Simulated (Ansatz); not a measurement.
# Si: molecular dynamics, part 2 of 2

The plan is to heat the crystal hard, then cool it somewhat, and see whether it keeps its order. Runs: 110 steps of 1.5 fs at constant energy, with velocities drawn for 7000 K; 160 steps of 2 fs at constant energy, with velocities drawn for 2100 K. The start is the crystal (diamond).

Ansatz 0.2.0; DFT PBE, plane waves, PAW, scalar-relativistic, no spin polarisation. The steps go on from the part before.

## 8. What the atoms did

The trajectory, every 9 steps (energies from step 0); msd is the mean square displacement from the start, the centre of mass held:

```
time (fs)  T (K)  potential energy change (meV/atom)  total energy change (meV/atom)  msd Si (Å²)
      0.0   2100                                 0.0                            0.00        0.000
     18.0   1869                                28.2                            0.22        0.050
     36.0   2210                               -13.3                            0.06        0.178
     54.0   2013                                10.9                            0.32        0.359
     72.0   2564                               -56.8                           -0.46        0.552
     90.0   1671                                52.2                            0.14        0.776
    108.0   2191                               -11.0                            0.05        0.958
    126.0   2430                               -39.9                            0.06        1.164
    144.0   1944                                19.2                            0.34        1.448
    162.0   2489                               -47.2                           -0.05        1.811
    180.0   2382                               -34.4                           -0.17        2.247
    198.0   2194                               -11.4                           -0.02        2.570
    216.0   2362                               -31.7                            0.08        2.830
    234.0   2200                               -12.1                            0.03        3.191
    252.0   2041                                 7.2                            0.08        3.580
    270.0   2342                               -29.5                           -0.24        4.005
    288.0   1855                                29.8                            0.11        4.350
    306.0   2080                                 2.4                            0.04        4.505
    320.0   2225                               -15.2                           -0.04        4.695
```

time (fs), T (K) and a bar:
```
      0.0       2100 ##############
     14.0       1849 ######
     28.0       2117 ##############
     42.0       2223 ##################
     56.0       2008 ###########
     70.0       2584 #############################
     84.0       1675 
     98.0       1990 ##########
    112.0       2254 ###################
    126.0       2430 ########################
    140.0       2116 ##############
    154.0       2124 ###############
    166.0       2602 ##############################
    180.0       2382 #######################
    194.0       2029 ###########
    208.0       2448 #########################
    222.0       2291 ####################
    236.0       2185 #################
    250.0       2053 ############
    264.0       2251 ###################
    278.0       2074 #############
    292.0       1964 #########
    306.0       2080 #############
    320.0       2225 ##################
```

Pair distribution over the second half of the run:

```csv
r (Å),g Si–Si
0.68,0.00
0.84,0.00
1.00,0.00
1.16,0.00
1.32,0.00
1.48,0.00
1.64,0.00
1.80,0.00
1.96,0.05
2.12,0.50
2.28,1.77
2.44,2.05
2.60,1.73
2.76,1.67
2.92,1.18
3.08,1.11
```

First peaks of g(r) (not always the tallest), and, where a minimum follows, the mean number of second-named atoms round a first-named one up to the next minimum:

| pair | peak (Å) | height | minimum (Å) | neighbours |
| --- | --- | --- | --- | --- |
| Si–Si | 2.36 | 2.1 | - | - |

## 9. Snapshots as a file

Positions (Å) and forces (eV/Å):

```xyz
16
Lattice="0.000 5.430 5.430 5.430 0.000 5.430 5.430 5.430 0.000" Properties=species:S:1:pos:R:3:forces:R:3 pbc="T T T" time_fs=54.0 T=2013 dE=0.1740
Si   -0.039    0.244   -0.483    0.113    1.051   -0.888
Si    1.191    2.072    0.882    0.615   -0.298    0.342
Si    3.976    3.395    0.460   -0.068   -0.550    0.045
Si    5.532    5.056    1.743    1.050   -1.773    0.611
Si    3.421    1.847    2.357   -0.242   -0.167   -0.745
Si    4.002    2.393    4.592    0.191    0.131    0.429
Si    5.995    2.005    2.865    0.100   -0.011    0.452
Si    7.646    4.143    3.287   -1.590    0.308    0.715
Si   -1.144    1.358    2.396    1.651   -2.207    2.289
Si    0.638    3.972    3.438   -1.078   -0.142   -0.248
Si    2.885    4.345    3.237    1.357   -0.287   -1.339
Si    4.122    6.384    4.746    2.048    2.042   -0.386
Si    2.510    5.114    5.365   -2.409   -1.249    2.125
Si    3.205    2.919    7.000   -1.754    2.931   -2.635
Si    5.695    4.029    5.247    0.298   -0.026   -0.910
Si    4.665    5.022    7.167   -0.282    0.247    0.142
16
Lattice="0.000 5.430 5.430 5.430 0.000 5.430 5.430 5.430 0.000" Properties=species:S:1:pos:R:3:forces:R:3 pbc="T T T" time_fs=106.0 T=2154 dE=-0.1043
Si    0.569    0.513   -0.757   -0.957    0.583   -0.407
Si    0.923    2.186    1.192   -1.014   -0.475   -0.319
Si    3.552    3.667    0.600    0.512    0.121   -0.363
Si    6.065    4.697    1.749   -0.670    0.982   -0.169
Si    2.934    1.929    2.275    1.143   -0.706    0.543
Si    4.210    2.346    4.585   -0.491   -0.226   -0.200
Si    6.010    2.681    3.016    0.411   -1.074   -0.316
Si    7.809    4.027    3.719    0.206    0.261    0.213
Si   -1.224    0.778    2.712    1.520    2.685   -1.131
Si    0.772    3.858    3.090    0.294    0.566    0.426
Si    3.382    4.262    3.006   -2.044   -2.043    0.890
Si    3.562    7.016    4.839   -0.353   -0.428    0.258
Si    2.393    4.774    5.416    1.326   -0.171   -0.063
Si    2.992    2.676    6.652    0.368    0.015    0.799
Si    5.798    4.151    5.268    1.834   -0.883   -2.227
Si    4.554    4.741    6.938   -2.085    0.794    2.065
16
Lattice="0.000 5.430 5.430 5.430 0.000 5.430 5.430 5.430 0.000" Properties=species:S:1:pos:R:3:forces:R:3 pbc="T T T" time_fs=160.0 T=2411 dE=-0.6034
Si    0.635    1.031   -1.341   -0.319   -1.277    0.528
Si    0.478    2.069    1.255    0.912    0.551   -0.187
Si    3.439    4.737    0.734   -0.060    0.452    0.635
Si    6.246    4.904    1.574    0.001   -0.181   -0.747
Si    2.900    1.405    2.247   -1.939    3.274   -0.067
Si    3.982    2.182    4.760    0.198   -0.119    0.516
Si    6.613    2.865    2.848    0.058    0.971   -0.377
Si    8.684    3.774    3.799    0.185    0.440    0.560
Si   -0.711    0.763    2.799   -1.331   -0.256    1.200
Si    0.767    4.263    2.887   -0.973    0.217   -0.271
Si    3.042    3.745    3.186    0.664   -0.083   -1.301
Si    2.950    7.115    4.757   -0.044   -1.322    0.631
Si    2.615    4.614    5.306   -0.155    0.422    0.632
Si    2.937    1.883    7.017    0.828   -0.592   -0.941
Si    5.858    3.952    5.132   -0.330    0.195    0.187
Si    3.866    4.998    7.342    2.304   -2.692   -0.998
16
Lattice="0.000 5.430 5.430 5.430 0.000 5.430 5.430 5.430 0.000" Properties=species:S:1:pos:R:3:forces:R:3 pbc="T T T" time_fs=214.0 T=2393 dE=-0.5682
Si    0.346    1.153   -1.470    1.343   -0.683   -0.985
Si    0.480    2.334    1.125   -0.794    0.431    0.898
Si    3.614    4.889    0.743   -0.711    1.752    2.840
Si    6.039    5.281    0.965    0.082   -0.738    0.340
Si    2.603    1.467    1.878    0.585    0.230    1.186
Si    3.970    2.031    4.965   -1.033    0.511    0.626
Si    7.378    3.672    2.630   -0.521    0.947    0.844
Si    9.373    3.744    4.424    0.268   -1.796   -3.407
Si   -1.062    0.095    3.719   -0.548    1.064   -0.825
Si    0.619    4.429    2.674   -0.392   -0.318    0.730
Si    2.959    3.724    2.965   -0.045   -0.526   -1.178
Si    2.484    6.581    5.035    0.800    0.892   -1.184
Si    2.721    4.126    5.296   -0.560   -0.349    0.484
Si    3.005    1.763    7.360    1.296   -1.345   -0.398
Si    5.736    4.047    4.905    0.613   -0.331   -0.368
Si    4.033    4.963    7.087   -0.382    0.260    0.395
16
Lattice="0.000 5.430 5.430 5.430 0.000 5.430 5.430 5.430 0.000" Properties=species:S:1:pos:R:3:forces:R:3 pbc="T T T" time_fs=266.0 T=2302 dE=-0.3940
Si    0.554    1.226   -1.897   -0.470    0.914    0.111
Si   -0.165    2.744    1.413    1.490   -0.385   -1.521
Si    3.755    4.800    0.716   -0.644   -0.045   -1.035
Si    5.969    5.414    0.551   -0.358   -0.316    0.609
Si    2.650    1.498    2.075   -0.215   -3.292   -0.494
Si    3.846    1.859    5.087   -0.049   -0.774   -0.222
Si    7.666    4.739    3.072    0.625    0.327   -0.613
Si    9.771    3.362    3.927   -0.967    1.414    2.188
Si   -1.453   -0.102    3.866    0.472   -0.994    0.579
Si    0.737    4.341    2.988    0.105    0.717    0.417
Si    2.815    3.538    2.636    1.232    2.940    0.790
Si    2.293    6.597    5.169    1.517    0.739   -0.227
Si    2.150    3.712    5.358    0.835    0.221    0.025
Si    3.533    1.806    7.991   -1.865   -1.572   -0.581
Si    5.980    3.873    4.423   -0.888   -0.482    0.432
Si    4.200    4.891    6.925   -0.819    0.589   -0.458
16
Lattice="0.000 5.430 5.430 5.430 0.000 5.430 5.430 5.430 0.000" Properties=species:S:1:pos:R:3:forces:R:3 pbc="T T T" time_fs=320.0 T=2225 dE=-0.2439
Si    0.684    1.652   -2.338    0.205   -1.971   -0.857
Si   -0.050    2.585    1.093   -0.423    0.317    0.568
Si    3.451    4.835    0.475    0.759    0.341    1.794
Si    5.945    5.641    0.468   -0.105   -0.320   -0.294
Si    2.561    1.494    1.954    0.024   -2.203   -0.125
Si    3.762    1.657    4.819   -0.063    0.075   -0.082
Si    7.903    4.833    3.835    0.220    1.749   -1.635
Si    9.536    3.212    4.129    2.322    0.830   -1.251
Si   -1.072   -0.572    4.280   -2.097    1.042   -2.668
Si    0.648    4.573    3.448    0.308   -0.319    0.022
Si    2.880    3.632    2.643   -0.297    1.387    0.458
Si    2.432    7.507    5.015   -0.992   -1.853    1.201
Si    1.963    3.437    5.501    0.873    0.633    0.056
Si    3.316    1.252    8.210    0.454   -0.062   -0.395
Si    6.137    3.524    4.331   -0.220    0.336    0.738
Si    4.203    5.038    6.438   -0.968    0.019    2.470
```

Reading of run 2. The temperature starts at 2100 K and averages 2209 K in the second half, where it ranges from 1823 to 2647 K; the start was no minimum (force components up to 1.6 eV/Å), and the potential energy that it sheds (13 meV/atom) turns into motion. The total energy strays from its start by at most 0.46 meV/atom, 0.2 % of the mean kinetic energy, so a step of 2 fs is short enough over this time. By the end 10 of 16 atoms (10 Si) stand more than 1.63 Å from where they began, which a hop or a large turn of a group can both give. Counted from the crystal's sites, with the common drift removed, the atoms stand 2.53 Å away over the last tenth of the run (root mean square), 108 % of the neighbour distance: well past the 10 to 20 % at which crystals usually melt, so the lattice order is being lost.

## 10. What came out

The summary covers parts 1 to 2.

```
                                    quantity                                     value
                               run 1: length                       110 steps of 1.5 fs
     run 1: temperature, first and last step                           7000 and 2411 K
             run 1: temperature, second half          mean 2414 K, from 2062 to 2694 K
        run 1: potential energy, second half  +557 meV/atom from this run's first step
   run 1: largest change of the total energy                             2.06 meV/atom
run 1: mean square displacement, second half                                 Si 1.8 Å²
                               run 2: length                         160 steps of 2 fs
     run 2: temperature, first and last step                           2100 and 2225 K
             run 2: temperature, second half          mean 2209 K, from 1823 to 2647 K
        run 2: potential energy, second half   -13 meV/atom from this run's first step
   run 2: largest change of the total energy                             0.46 meV/atom
run 2: mean square displacement, second half                                 Si 3.3 Å²
```

Mean temperatures of the second halves: 2414 K, 2209 K. In the last run: counted from the crystal's sites, with the common drift removed, the atoms stand 2.53 Å away over the last tenth of the run (root mean square), 108 % of the neighbour distance: well past the 10 to 20 % at which crystals usually melt, so the lattice order is being lost. Averages from a run of 320 fs with 16 atoms are rough.
